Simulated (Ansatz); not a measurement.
**Ti: one input, then a changed one**

The cell is a measured one (Crystallography Open Database entry 9012924); the temperature and pressure of the measurement aren't taken into account, and nothing was relaxed.

First run: DFT, PBE, all-electron LAPW, scalar-relativistic (Ansatz 0.2.0).

Command: `ansatz run input.yaml --threads 1 --pin off --max-ram 2048MiB --backend cpu --events-out ev --progress --plain --runs-dir out` The run took 6 s on 1 thread of Arm Neoverse V1, with other jobs on the host, peak memory 0.27 GiB.

```yaml
crystal:
  lattice:
    - [-1.641, 1.641, 1.641]
    - [1.641, -1.641, 1.641]
    - [1.641, 1.641, -1.641]
  atoms:
    - { symbol: Ti, position: [0.0, 0.0, 0.0] }
kpoints:
  mp_grid: { grid: [14, 14, 14] }
scf:
  occupations: { method: tetrahedron }
hamiltonian:
  xc: pbe
  pseudopotentials: { kind: all_electron, lapw: { basis_error: 0.00025 } }
output:
  forces: true
  stress: true
  eigenvalues: true
```

Result: converged; pressure -2.59 GPa; no gap on the k mesh; 6 SCF iterations.

The input is then changed:

```diff
@@ -9,5 +9,5 @@
   mp_grid: { grid: [14, 14, 14] }
 scf:
-  occupations: { method: tetrahedron }
+  occupations: { method: methfessel_paxton, width: 0.025 }
 hamiltonian:
   xc: pbe
```

Predict the outcome of the changed run.

It converged; energy at zero smearing +3.4 meV/atom from the first run; pressure -2.45 GPa; no gap on the k mesh; 7 SCF iterations.

The results part of its log:

```
SCF 1 converged in 7 iterations: F = -23233.213389 eV  dr2 = 1.54e-9
SCF converged after 7 iterations
Stability not checked: this state was not tested for a lower state beside it, because cold or Methfessel-Paxton smearing, or corrected tetrahedra, fill the levels in a way that the test cannot read (fill_not_monotonic; see scf.lower_state_search)
Free energy (F): -23233.213389 eV
Harris-Foulkes:  -23233.213389 eV  (|F-HF|=2.50e-9)
Internal energy: -23233.213019 eV  (E = F + TS)
E sigma→0 (E₀):  -23233.213297 eV
Entropy (-TS):   -0.000371 eV (-0.371 meV/atom)
Fermi energy:    13.241396 eV
--- Per-component energies (eV) ---
  E_band       = -155.403925
  E_kinetic    = 23456.716296
  E_xc         = -1147.876229
  E_electrostatic = -45542.053086  (all electrons and nuclei)
  E_smearing   = -0.000371  (= −TS)
  E_closure    = 0.000000  (closes the sum)
  E_atoms      = -23226.621050  (free atoms, spherical and without spin; not in F)
  Σ components = -23233.213389   (vs F -23233.213389, Δ=0.00e0)
  Basis errors (estimates in eV, not in F): energy 2.8e-5 per atom: plane waves 2.2e-5 (1.2e-5 summed), levels above the bands 0.0e0, relativity 2.8e-9, radial functions 5.8e-6, core shells 4.1e-8; eigenvalues (radial functions only) 2.3e-7; not estimated: angular momenta, meshes, grids; target (lapw.basis_error) 2.5e-4; muffin-tin radii Ti 1.421 Å
--- Forces (eV/Å), atoms counted from 1 ---
  atom   1  Ti     0.00000000     0.00000000    -0.00000000
  max |Σ_I F_I| component: 6.98e-32 eV/Å
--- Stress (GPa, compression-positive) ---
       -2.452209       0.000000      -0.000000
        0.000000      -2.452209      -0.000000
       -0.000000      -0.000000      -2.452209
  P = ⅓ Tr σ = -2.4522 GPa (-24.522 kbar)
--- Band table (eV; the first three rows and the last of 104) ---
  k-point 0: bands = ["-43.2689", "-19.1592", "-19.1592", "-19.1592", "7.3691", "14.2349", "14.2349", "14.2349", "15.9581", "15.9581"]
  k-point 1: bands = ["-43.2629", "-19.1921", "-19.1694", "-19.1594", "7.5404", "14.1574", "14.2125", "14.3588", "15.8693", "15.9629"]
  k-point 2: bands = ["-43.2459", "-19.2833", "-19.1977", "-19.1599", "8.0346", "13.9472", "14.1014", "14.7188", "15.7035", "15.9820"]
  k-point 103: bands = ["-43.0590", "-19.5983", "-19.5983", "-19.5983", "11.2111", "11.2111", "17.1000", "17.1000", "17.1000", "21.4876"]
```
